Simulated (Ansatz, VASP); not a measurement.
CdTe: VASP beside Ansatz

The input INCAR:

```
ALGO = Normal ; EDIFF = 1E-7
ENCUT = 520 ; GGA = PS
ISIF = 2 ; ISMEAR = -1
LASPH = True ; LCHARG = False
LREAL = False ; LWAVE = False
NBANDS = 16 ; NELM = 60
PREC = Accurate ; SIGMA = 0.05
```

Contents of KPOINTS:

```
k-points
0
Gamma
  7 7 7
```

POSCAR

```
CdTe
1.0
    0.0000000000      3.2678590959      3.2678590959
    3.2678590959      0.0000000000      3.2678590959
    3.2678590959      3.2678590959      0.0000000000
Te Cd
1 1
Direct
    0.7500000000      0.7500000000      0.7500000000
    0.0000000000      0.0000000000      0.0000000000
```

File input.yaml:

```yaml
crystal:
  lattice:
    - [0.0, 3.2678590959, 3.2678590959]
    - [3.2678590959, 0.0, 3.2678590959]
    - [3.2678590959, 3.2678590959, 0.0]
  atoms:
    - { symbol: Te, position: [0.75, 0.75, 0.75] }
    - { symbol: Cd, position: [0.0, 0.0, 0.0] }
kpoints:
  mp_grid: { grid: [7, 7, 7] }
scf:
  occupations: { method: fermi_dirac, width: 0.05 }
hamiltonian:
  xc: pbesol
  pseudopotentials: { kind: all_electron, lapw: { basis_error: 0.0005 } }
output:
  forces: true
  stress: true
  eigenvalues: true
```

Change from the starting cell: volume scaled by 1.06.

Alike in both runs: task single point; functional PBEsol; k mesh 7 × 7 × 7; occupations fermi-dirac, width 0.05 eV; no spin polarisation.

|  | VASP | Ansatz |
| --- | --- | --- |
| version | VASP 6.6.1 | Ansatz 0.2.0 |
| potentials or method | VASP PAW PBE potentials, release 64 (Te, Cd) | all-electron LAPW, scalar-relativistic |
| plane-wave cutoff (eV) | 520 | see its input |

VASP gave:

```
gap on the k mesh at the Fermi level (eV) : 0.59
least direct gap on the mesh (eV)         : 0.59
pressure (GPa)                            : -0.7
```

Problem. Which values does Ansatz return?

Solution. gap on the k mesh at the Fermi level (eV): 0.59; least direct gap on the mesh (eV): 0.59; pressure (GPa): -0.8.

Ansatz ran all-electron here, so the differences hold the error of VASP's frozen core and of both bases.

Caveats: spin-orbit coupling is left out, which moves the levels of the heavy elements; the PAW data sets were made with another functional, which shifts forces and pressure a little (VASP).
